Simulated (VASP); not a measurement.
MgB2: relaxation of cell and atoms with PBE

The system is MgB2.

```xyz
6
Lattice="0.0000 2.9936 2.9936 2.9936 0.0000 2.9936 2.9936 2.9936 0.0000" Properties=species:S:1:pos:R:3 pbc="T T T"
Mg    0.0000    0.0000    0.0000
Mg    1.4968    1.4968    1.4968
B     2.2452    3.7420    2.2452
B     2.2452    2.2452    3.7420
B     3.7420    2.2452    2.2452
B     3.7420    3.7420    3.7420
```

The cell was built by a generator and needn't be a form met in nature.

* Program: VASP 6.6.1
* Task: relaxation of cell and atoms
* Functional: PBE
* Potentials or basis: VASP PAW PBE potentials, release 64 (Mg, B)
* Cutoff: 600 eV
* k mesh: 8 × 8 × 8
* Occupations: gaussian, width 0.05 eV
* Spin: no spin polarisation
* Further INCAR settings: ALGO = Normal; EDIFF = 1e-07; IBRION = 2; EDIFFG = -0.005; NSW = 60; ISIF = 3

| Property | Result |
| --- | --- |
| Relaxed volume | 8.95 Å³/atom |
| Relaxed cell | a = 4.235 Å, b = 4.235 Å, c = 4.235 Å, α = 60.00°, β = 60.00°, γ = 60.00° |
| Space group after relaxing (to 0.05 Å) | Fd-3m (No. 227) |
| Energy gained by relaxing | 0.0 meV/atom |
| Ionic steps | 2 |
| Pressure after relaxing | 0.0 GPa |
| Band gap on the k mesh | none (metal or under the smearing width) |

Final structure:
```cif
data_structure
_symmetry_space_group_name_H-M 'P 1'
_symmetry_Int_Tables_number 1
_cell_length_a 4.2353
_cell_length_b 4.2353
_cell_length_c 4.2353
_cell_angle_alpha 60.000
_cell_angle_beta 60.000
_cell_angle_gamma 60.000
_cell_volume 53.72
loop_
_atom_site_label
_atom_site_type_symbol
_atom_site_fract_x
_atom_site_fract_y
_atom_site_fract_z
_atom_site_occupancy
Mg1 Mg 0.00000 0.00000 0.00000 1
Mg2 Mg 0.25000 0.25000 0.25000 1
B1 B 0.62500 0.12500 0.62500 1
B2 B 0.62500 0.62500 0.12500 1
B3 B 0.12500 0.62500 0.62500 1
B4 B 0.62500 0.62500 0.62500 1
```

Levels at points of the mesh, in eV from the Fermi level:
```
           k point  band 6  band 7  band 8  band 9  band 10  band 11
(0.00, 0.00, 0.00)   -2.54   -2.54   -2.54   -1.90    -1.90     1.49
(0.50, 0.00, 0.00)   -4.07   -4.07    1.42    1.42     1.47     3.63
(0.50, 0.50, 0.00)   -5.96    1.80    1.80    2.19     2.19     3.42
```

Run time: 55 s on 1 thread of Intel(R) Xeon(R) Platinum 8488C (Sapphire Rapids), on a shared host, peak memory 0.22 GiB.
